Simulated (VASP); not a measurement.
**GaSb: single point with RPBE**

**What was measured.**

From a printed reference work, data compilation, for a bulk crystal of GaSb at 4.2 K: band gap 0.811 eV (direct).

The system is GaSb.

```
Sb Ga
1.0
     0.00000    3.14238    3.14238
     3.14238    0.00000    3.14238
     3.14238    3.14238    0.00000
Sb Ga
1 1
Cartesian
  4.7136 4.7136 4.7136
  0.0000 0.0000 0.0000
```

| Property | Result |
| --- | --- |
| Program | VASP 6.6.1 |
| Task | single point |
| Functional | RPBE |
| Potentials or basis | VASP PAW PBE potentials, release 64 (Sb, Ga_d) |
| Cutoff | 520 eV |
| k mesh | 8 × 8 × 8 |
| Occupations | fermi-dirac, width 0.05 eV |
| Spin | no spin polarisation |

```json
{
 "Pressure": "0.1 GPa",
 "Band gap on the k mesh": "zero (filled and empty bands touch)"
}
```

Levels at points of the mesh, in eV from the Fermi level:
```tsv
k point	band 6	band 7	band 8	band 9	band 10	band 11	band 12	band 13
(0.00, 0.00, 0.00)	-10.95	-0.47	-0.04	-0.04	-0.04	2.77	2.77	2.77
(0.50, 0.00, 0.00)	-9.53	-5.99	-1.07	-1.07	0.29	3.73	3.73	6.64
(0.50, 0.50, 0.00)	-8.82	-6.47	-2.34	-2.34	1.02	1.46	8.16	8.16
```

Wall time 28 s on 1 thread of Intel(R) Xeon(R) Platinum 8488C (Sapphire Rapids) (shared host), peak memory 0.21 GiB.

Measured gap of GaSb: 0.811 eV (direct; 4.2 K; a printed reference work, data compilation). This calculation gives 0.00 eV (-0.81 eV). Spin-orbit coupling on Ga, Sb is left out. The value is that of RPBE on a finite k mesh, which can miss the band edges, without temperature or zero-point motion. Semilocal functionals fall short of measured gaps as a rule.

Caveat: the PAW data sets were made with another functional, which shifts forces and pressure a little; spin-orbit coupling is left out, which moves the levels of the heavy elements.
